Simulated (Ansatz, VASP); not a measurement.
Na: VASP beside Ansatz

```
Na
1.0
    -2.02872    2.02872    2.02872
     2.02872   -2.02872    2.02872
     2.02872    2.02872   -2.02872
Na
1
Direct
  0.00000 0.00000 0.00000
```

Alike in both runs: task single point; functional LDA; k mesh 12 × 12 × 12; occupations fermi-dirac, width 0.1 eV; no spin polarisation.

```csv
,VASP,Ansatz
version,VASP 6.6.1,Ansatz 0.2.0
potentials or method,"VASP PAW LDA potentials, release 64 (Na_pv)","plane waves (420 eV) with PAW, scalar-relativistic"
plane-wave cutoff (eV),520,420
valence electrons in the cell,7,9
```

|  | VASP | Ansatz | Ansatz less VASP |
| --- | --- | --- | --- |
| pressure (GPa) | 0.0 | 0.0 | +0.03 |

The two sets of potentials don't hold the same shells in valence. Ansatz warned: «pseudo_functional_mismatch».
